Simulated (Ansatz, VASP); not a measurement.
# Zn: VASP beside Ansatz

Contents of INCAR:

```
PREC = Accurate
ENCUT = 520
EDIFF = 1E-6
ISMEAR = -1
SIGMA = 0.3
LREAL = F
LASPH = T
NELM = 100
ALGO = Normal
ISIF = 2
LWAVE = F
LCHARG = F
NBANDS = 19
```

KPOINTS

```
Automatic mesh
0
Gamma
  14 14 7
```

POSCAR

```
Zn
1.0
    2.5709734941      0.0000000000      0.0000000000
   -1.2854867470      2.2265283583      0.0000000000
    0.0000000000      0.0000000000      4.7361908757
Zn
2
Direct
    0.3333333333      0.6666666667      0.2500000000
    0.6666666667      0.3333333333      0.7500000000
```

Input for Ansatz:

```yaml
crystal:
  lattice:
    - [2.5709734941, 0.0, 0.0]
    - [-1.285486747, 2.2265283583, 0.0]
    - [0.0, 0.0, 4.7361908757]
  atoms:
    - { symbol: Zn, position: [0.3333333333, 0.6666666667, 0.25] }
    - { symbol: Zn, position: [0.6666666667, 0.3333333333, 0.75] }
hamiltonian:
  xc: lda
  pseudopotentials:
    kind: paw
    azcp:
      Zn: "pseudopotentials/Zn.paw.azcp"
basis:
  ecutwfc: 420
  fft_grid_basis: typed
kpoints:
  mp_grid: { grid: [14, 14, 7], shift: [0, 0, 0] }
magnetization:
  spin_polarized: false
scf:
  occupations: { method: fermi_dirac, width: 0.3 }
  lower_state_search: "off"
output:
  stress: true
  write_density: true
  write_potential: true
  elf: true
  volumetric_format: npy
```

Alike in both runs: task single point; functional LDA; k mesh 14 × 14 × 7; occupations fermi-dirac, width 0.3 eV; no spin polarisation.

|  | VASP | Ansatz |
| --- | --- | --- |
| version | VASP 6.6.1 | Ansatz 0.2.0 |
| potentials or method | VASP PAW LDA potentials, release 64 (Zn) | plane waves (420 eV) with PAW, scalar-relativistic |
| plane-wave cutoff (eV) | 520 | 420 |
| valence electrons in the cell | 24 | 24 |

```csv
,VASP,Ansatz,Ansatz less VASP
pressure (GPa),1.2,0.5,-0.72
largest component of the traceless stress (GPa),0.66,0.44,-0.219
```

Ansatz warned: «pseudo_functional_mismatch».
